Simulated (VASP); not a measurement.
## Cu: elastic constants with LDA

Cu:

```
Cu
1.0
     0.00000    1.82500    1.82500
     1.82500    0.00000    1.82500
     1.82500    1.82500    0.00000
Cu
1
Direct
  0.00000 0.00000 0.00000
```

- Program: VASP 6.6.1
- Task: elastic constants
- Functional: LDA
- Potentials or basis: VASP PAW LDA potentials, release 64 (Cu)
- Cutoff: 600 eV
- k mesh: 26 × 26 × 26
- Occupations: gaussian, width 0.1 eV
- Spin: no spin polarisation
- Ions in elastic constants: relaxed
- Further INCAR settings: ALGO = Normal; EDIFF = 1e-08; IBRION = 6; POTIM = 0.015; NSW = 1; ISIF = 3

```json
{"Relaxed volume": "10.94 Å³/atom", "Relaxed cell": "a = 2.491 Å, b = 2.491 Å, c = 2.491 Å, α = 60.00°, β = 60.00°, γ = 60.00°", "Space group after relaxing (to 0.05 Å)": "Fm-3m (No. 225)", "Elastic constants C11, C12, C44": "231, 160, 101 GPa", "Voigt bulk modulus": "184 GPa"}
```

Step by step:
```csv
step,energy change (eV),largest force (eV/Å),pressure (GPa),volume (Å³)
1,0.0000,0.0000,-14.94,12.16
2,-0.0368,0.0000,13.58,10.27
3,-0.0633,0.0000,-0.11,10.94
4,-0.0633,0.0000,0.29,10.92
5,-0.0633,0.0000,-0.21,10.95
6,-0.0633,0.0000,-0.02,10.94
```

Final structure:
```
CELL_PARAMETERS angstrom
0.00000 1.76174 1.76174
1.76174 0.00000 1.76174
1.76174 1.76174 0.00000
ATOMIC_POSITIONS crystal
Cu 0.00000 0.00000 0.00000
```

Elastic tensor in Voigt notation (GPa, in the Cartesian axes of the cell as first typed):
```
231 160 160   0   0   0
160 231 160   0   0   0
160 160 231   0   0   0
  0   0   0 101   0   0
  0   0   0   0 101   0
  0   0   0   0   0 101
```

Clamped-ion elastic tensor (GPa):
```
231 160 160   0   0   0
160 231 160   0   0   0
160 160 231   0   0   0
  0   0   0 101   0   0
  0   0   0   0 101   0
  0   0   0   0   0 101
```

Run time: 26 min on 1 thread of Intel(R) Xeon(R) Platinum 8488C (Sapphire Rapids), with other jobs on the host, peak memory 1.1 GiB.
